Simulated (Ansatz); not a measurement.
# BaHfO3: the cost of one run

Computed with Ansatz 0.2.0 (DFT PBE, scalar-relativistic, plane waves, PAW, unless a step's input says otherwise).

## (1) The starting structure

Symmetry: P3m1, No. 156, trigonal system. Conventional cell: a = 4.327 Å, b = 4.327 Å, c = 5.813 Å, α = 90.00°, β = 90.00°, γ = 120.00°. Around Ba (site symmetry 3m) lie 6 O at 2.52 to 2.57 Å. Hf (site symmetry 3m) is surrounded by 1 O at 2.23 Å. O (site symmetry 3m) is surrounded by 1 O at 1.87 Å. O (site symmetry 3m) has 4 O at 1.87 to 2.51 Å and 3 Ba at 2.57 Å as nearest neighbours. Around O (site symmetry 3m) lie 1 Hf at 2.23 Å and 3 Ba at 2.52 Å.

As a file:

```
Ba Hf O
1.0
     4.32728    0.00000    0.00000
    -2.16364    3.74753    0.00000
     0.00000    0.00000    5.81326
Ba Hf O
1 1 3
Direct
  0.66667 0.33333 0.97429
  0.33333 0.66667 0.64766
  0.00000 0.00000 0.40084
  0.00000 0.00000 0.07950
  0.33333 0.66667 0.03185
```

The cell is invented: random cell by space group and Wyckoff sites (P3m1, No. 156). The dimensions are guesses.

## (2) The guess as it stands, on a coarse mesh

The input, input.yaml:

```yaml
crystal:
  lattice:
    - [4.32727723, 0.0, 0.0]
    - [-2.16363862, 3.74753201, 0.0]
    - [0.0, 0.0, 5.81325517]
  atoms:
    - { symbol: Ba, position: [0.66666667, 0.33333333, 0.97429016] }
    - { symbol: Hf, position: [0.33333333, 0.66666667, 0.64765657] }
    - { symbol: O, position: [0.0, 0.0, 0.40084326] }
    - { symbol: O, position: [0.0, 0.0, 0.07949682] }
    - { symbol: O, position: [0.33333333, 0.66666667, 0.03184971] }
basis:
  ecutwfc: 420
kpoints:
  mp_grid: { grid: [6, 6, 4] }
hamiltonian:
  xc: pbe
scf:
  occupations: { method: gaussian, width: 0.1 }
  lower_state_search: "off"
output:
  forces: true
  stress: true
  eigenvalues: true
```

On the command line:

```bash
ansatz run input.yaml --threads 1 --pin off --max-ram 2560MiB --backend cpu --events-out ev --progress --plain --runs-dir out
```

Q: Estimate wall time and peak memory on 1 thread of Arm Neoverse V1, shared host.

About 10 s, with a peak of 0.35 GiB.
